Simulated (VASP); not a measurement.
A run of VASP 6.6.1:

Contents of INCAR:

```
SYSTEM = CsBr
PREC = Accurate
ENCUT = 520
EDIFF = 1E-6
ISMEAR = 0
SIGMA = 0.02
LREAL = .False.
LASPH = .True.
NELM = 100
ALGO = Normal
ISIF = 2
LWAVE = .False.
LCHARG = .True.
GGA = PE
LELF = .True.
LVHAR = .True.
NBANDS = 15
```

Contents of KPOINTS:

```
regular mesh
0
Gamma
  6 6 6
  0 0 0
```

POSCAR

```
CsBr
1.0
    4.5309977081      0.0000000000      0.0000000000
    0.0000000000      4.5309977081      0.0000000000
    0.0000000000      0.0000000000      4.5309977081
Cs Br
1 1
Direct
    0.0000000000      0.0000000000      0.0000000000
    0.5000000000      0.5000000000      0.5000000000
```

Potentials or basis: VASP PAW PBE potentials, release 64 (Cs_sv, Br).

The run is started by

```sh
$ cat potpaw_PBE.64/Cs_sv/POTCAR potpaw_PBE.64/Br/POTCAR > POTCAR
$ mpirun -np 1 vasp_std > vasp.out
```

Hardware: 1 thread of AMD EPYC 9R45 (Zen 5), with other jobs on the host.

**Question.** How long does it take, and how much memory?

**Answer.** Run time: 14 s on 1 thread of AMD EPYC 9R45 (Zen 5) (shared host), peak memory 0.18 GiB. Counts: scf iterations 12, k points 20.
